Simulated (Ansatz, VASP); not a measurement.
## HfB2 in VASP and in Ansatz

```
CELL_PARAMETERS angstrom
3.13268 0.00000 0.00000
-1.56634 2.71298 0.00000
0.00000 0.00000 3.47921
ATOMIC_POSITIONS crystal
Hf 0.00000 0.00000 0.00000
B 0.33333 0.66667 0.50000
B 0.66667 0.33333 0.50000
```

Alike in both runs: task single point; functional PBE; k mesh 6 × 6 × 4; collinear spin.

|  | VASP | Ansatz |
| --- | --- | --- |
| version | VASP 6.6.1 | Ansatz 0.2.0 |
| potentials or method | VASP PAW PBE potentials, release 64 (Hf_pv, B) | scalar-relativistic, plane waves, PAW |
| plane-wave cutoff (eV) | 520 | 420 |
| occupations | methfessel-paxton of order 1, width 0.1 eV | methfessel-paxton of order 1 |
| valence electrons in the cell | 16 | 32 |

```csv
,VASP,Ansatz,Ansatz less VASP
gap on the k mesh at the Fermi level (eV),none,none,-
pressure (GPa),2.5,2.9,+0.42
largest component of the traceless stress (GPa),2.34,2.53,+0.188
net moment per atom (μB),0.00,0.00,0.000
```

A gap of «none» marks a metal or a gap that the smearing closes. The two sets of potentials don't hold the same shells in valence. Ansatz warned: «given_moment_on_shells».

Caveats: the k mesh is coarse (spacing up to 0.45 Å⁻¹), so the values aren't converged. Spin-orbit coupling is left out, which matters for the levels of Hf.
